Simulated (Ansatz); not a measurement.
# BaS: the cost of one run

Program: Ansatz 0.2.0. PAW datasets, plane waves. Simulation only: spin-unpolarised, and no claim that this is the phase found in nature.

## 1. The cell

The cell was relaxed beforehand with r2SCAN.

Space group P6_3/mmc (No. 194), hexagonal; conventional cell a = 4.442 Å, c = 7.789 Å, 33.28 Å³ an atom. Near Ba stand 6 S at 3.22 Å; near S stand 6 Ba at 3.22 Å.

The structure in full:

```cif
data_structure
_symmetry_space_group_name_H-M 'P6_3/mmc'
_symmetry_Int_Tables_number 194
_cell_length_a 4.4422
_cell_length_b 4.4422
_cell_length_c 7.7895
_cell_angle_alpha 90.000
_cell_angle_beta 90.000
_cell_angle_gamma 120.000
_cell_volume 133.12
loop_
_atom_site_label
_atom_site_type_symbol
_atom_site_symmetry_multiplicity
_atom_site_Wyckoff_symbol
_atom_site_fract_x
_atom_site_fract_y
_atom_site_fract_z
_atom_site_occupancy
Ba1 Ba 2 a 0.00000 0.00000 0.00000 1
S1 S 2 c 0.33333 0.66667 0.25000 1
```

## 2. PBE bands along the symmetry lines

Input file input.yaml:

```yaml
crystal:
  lattice:
    - [4.4421900123, 0.0, 0.0]
    - [-2.2210950062, 3.8470493991, 0.0]
    - [0.0, 0.0, 7.7894608451]
  atoms:
    - { symbol: Ba, position: [0.0, 0.0, 0.0] }
    - { symbol: Ba, position: [0.0, 0.0, 0.5] }
    - { symbol: S, position: [0.3333333333, 0.6666666667, 0.25] }
    - { symbol: S, position: [0.6666666667, 0.3333333333, 0.75] }
kpoints:
  mp_grid: { grid: [6, 6, 4] }
  band_path:
    path:
      - [[0.0, 0.0, 0.0], [0.5, -6.595541171062e-17, -8.416381379325e-35], [0.3333333333333, 0.3333333333333, -4.337431068899e-35], [0.0, 0.0, 0.0], [2.557265160501e-52, 3.520798333731e-53, 0.5], [0.5, -6.595541171062e-17, 0.5], [0.3333333333333, 0.3333333333333, 0.5], [2.557265160501e-52, 3.520798333731e-53, 0.5]]
      - [[0.5, -6.595541171062e-17, 0.5], [0.5, -6.595541171062e-17, -8.416381379325e-35]]
      - [[0.3333333333333, 0.3333333333333, 0.5], [0.3333333333333, 0.3333333333333, -4.337431068899e-35]]
    npoints: 10
hamiltonian:
  xc: pbe
scf:
  occupations: { method: fermi_dirac, width: 0.02 }
  n_extra_bands: 5
output:
  forces: true
  stress: true
  eigenvalues: true
```

On the command line:

```
ansatz run input.yaml --threads 2 --pin off --max-ram 2211MiB --backend cpu --events-out ev --progress --plain --runs-dir out
```

**Question.** How long does this run take on 2 threads of Intel Xeon at 2.50GHz (Skylake/Cascade Lake), shared host, and how much memory does it need?

About 13 s, with a peak of 0.43 GiB.
